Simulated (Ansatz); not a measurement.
Crystal: BaTiO3.

```
CELL_PARAMETERS angstrom
4.00730 0.00000 0.00000
0.00000 4.00730 0.00000
0.00000 0.00000 8.01460
ATOMIC_POSITIONS crystal
Ba 0.57741 0.59500 0.23992
Ba 0.51332 0.45608 0.76365
Ti 0.03541 0.99821 0.01324
Ti 0.94999 0.97117 0.51853
O 0.56907 0.92563 0.97977
O 0.42933 0.96655 0.50053
O 0.96890 0.59557 0.98415
O 0.95413 0.46286 0.52367
O 0.96185 0.01025 0.22399
O 0.04058 0.01868 0.75255
```

| Item | Value |
| --- | --- |
| Program | Ansatz 0.2.0 |
| Task | relaxation of cell and atoms |
| Functional | PBEsol |
| Potentials or basis | Ansatz PAW |
| Cutoff | 420 eV (not typed: the program's choice for these potentials) |
| k mesh | 7 × 7 × 4 |
| Occupations | fermi-dirac, width 0.05 eV |
| Spin | no spin polarisation |

At the start: volume 12.87 Å³/atom.

**Question.** Where does the relaxation end?

**Answer.** It ends after 11 steps and the volume is 12.69 Å³/atom (-1.4 %); space group R3m (No. 160, to 0.05 Å).

The path:
```
step  energy change (eV)  largest force (eV/Å)  volume (Å³)
   1              0.0000                7.5655       128.70
   2             -3.0239                3.6977       131.31
   3             -4.1756                1.1920       127.01
   4             -4.3815                0.0918       125.80
   5             -4.3811                0.1930       126.63
   6             -4.3874                0.0991       127.11
   7             -4.3915                0.0127       127.02
   8             -4.3918                0.0015       127.01
   9             -4.3861                0.0015       127.01
  10             -4.3864                0.0005       126.93
  11             -4.3861                0.0005       126.93
```

Final structure:
```cif
data_structure
_symmetry_space_group_name_H-M 'P 1'
_symmetry_Int_Tables_number 1
_cell_length_a 3.9884
_cell_length_b 3.9885
_cell_length_c 7.9796
_cell_angle_alpha 89.866
_cell_angle_beta 89.866
_cell_angle_gamma 89.869
_cell_volume 126.93
loop_
_atom_site_label
_atom_site_type_symbol
_atom_site_fract_x
_atom_site_fract_y
_atom_site_fract_z
_atom_site_occupancy
Ba1 Ba 0.50615 0.50616 0.25313 1
Ba2 Ba 0.50615 0.50615 0.75313 1
Ti1 Ti 0.01713 0.01715 0.00869 1
Ti2 Ti 0.01713 0.01714 0.50869 1
O1 O 0.48808 0.99429 0.99712 1
O2 O 0.48807 0.99429 0.49712 1
O3 O 0.99430 0.48806 0.99712 1
O4 O 0.99430 0.48806 0.49712 1
O5 O 0.99435 0.99434 0.24394 1
O6 O 0.99435 0.99434 0.74394 1
```

Caveat: the plane-wave basis is chosen anew once the cell has moved, so the energies of steps on either side of that aren't comparable; the pressure holds a Pulay correction of +0.6 GPa for the finite cutoff; the PAW data sets come from PBE, with cores solved anew for the run's functional, which leaves a small shift of forces and pressure.
